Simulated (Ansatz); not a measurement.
# MoS2: band structure with PBEsol+U

Crystal: MoS2.

```
Mo S
1.0
     3.22746    0.00000    0.00000
    -1.61373    2.79507    0.00000
     0.00000    0.00000    6.31247
Mo S
1 2
Direct
  0.00000 0.00000 0.50000
  0.66667 0.33333 0.74468
  0.33333 0.66667 0.25532
```

Measurements of this composition are mostly on another form, of space group No. 194.

```yaml
Program: Ansatz 0.2.0
Task: band structure
Functional: PBEsol
Potentials_or_basis: Ansatz PAW
Cutoff: "420 eV (not typed: the program's choice for these potentials)"
k_mesh: 9 × 9 × 4
Occupations: fermi-dirac, width 0.05 eV
Spin: no spin polarisation
Hubbard_terms: Mo d U = 8 eV
Path: "[[\"G\", \"M\", \"K\", \"G\", \"A\", \"L\", \"H\", \"A\"], [\"L\", \"M\"], [\"K\", \"H\"]]"
Points_for_each_segment_of_the_path: 14
Hubbard_projectors: ortho-atomic (the default)
Double_counting: fll (the default)
```

The pressure is 5.4 GPa and the largest force is 0.082 eV/Å. The band gap on the k mesh is 0.39 eV, indirect (least direct gap 0.40 eV) and the band gap along the path is 0.39 eV, indirect (least direct gap 0.40 eV).

Forces in eV/Å, atoms in the order of the input:
```
Mo   0.000  0.000  0.000
S    0.000  0.000 -0.082
S    0.000  0.000  0.082
```

Stress tensor (GPa, compression positive):
```
 8.50  0.00  0.00
 0.00  8.50  0.00
 0.00  0.00 -0.89
```

Levels at the corners of the path, in eV from the valence-band top:
```csv
point,band 9,band 10,band 11,band 12,band 13,band 14,band 15,band 16,band 17,band 18
Γ,-3.84,-2.41,-1.56,0.00,0.00,0.40,0.40,3.40,3.40,6.05
M,-4.68,-3.81,-2.98,-2.42,-1.50,1.44,1.96,3.88,4.04,5.61
K,-5.10,-3.55,-3.55,-3.11,-1.54,1.81,1.81,2.98,2.98,5.95
Γ,-3.84,-2.41,-1.56,0.00,0.00,0.40,0.40,3.40,3.40,6.05
A,-3.83,-3.33,-1.16,-0.07,-0.07,0.39,0.39,3.55,3.55,5.98
L,-5.03,-3.86,-2.65,-2.17,-1.35,1.28,1.94,3.74,4.56,4.93
H,-5.04,-3.58,-3.58,-3.45,-1.51,1.39,1.39,3.70,3.70,7.71
A,-3.83,-3.33,-1.16,-0.07,-0.07,0.39,0.39,3.55,3.55,5.98
L,-5.03,-3.86,-2.65,-2.17,-1.35,1.28,1.94,3.74,4.56,4.93
M,-4.68,-3.81,-2.98,-2.42,-1.50,1.44,1.96,3.88,4.04,5.61
K,-5.10,-3.55,-3.55,-3.11,-1.54,1.81,1.81,2.98,2.98,5.95
H,-5.04,-3.58,-3.58,-3.45,-1.51,1.39,1.39,3.70,3.70,7.71
```

Eigenvalues of the final occupation matrices:
```tsv
site	spin	trace	eigenvalues
site 1	1	2.48	0.29 0.29 0.49 0.49 0.92
```

It took 11 s on 2 threads of Arm Neoverse V2, on a shared host, peak memory 0.38 GiB.

Caveat: the magnetic or orbital state may not be the lowest; this functional lacks dispersion, which binds the layers, so the pressure and a relaxed spacing across them are unreliable; the PAW data sets come from PBE, with cores solved anew for the run's functional, which leaves a small shift of forces and pressure.
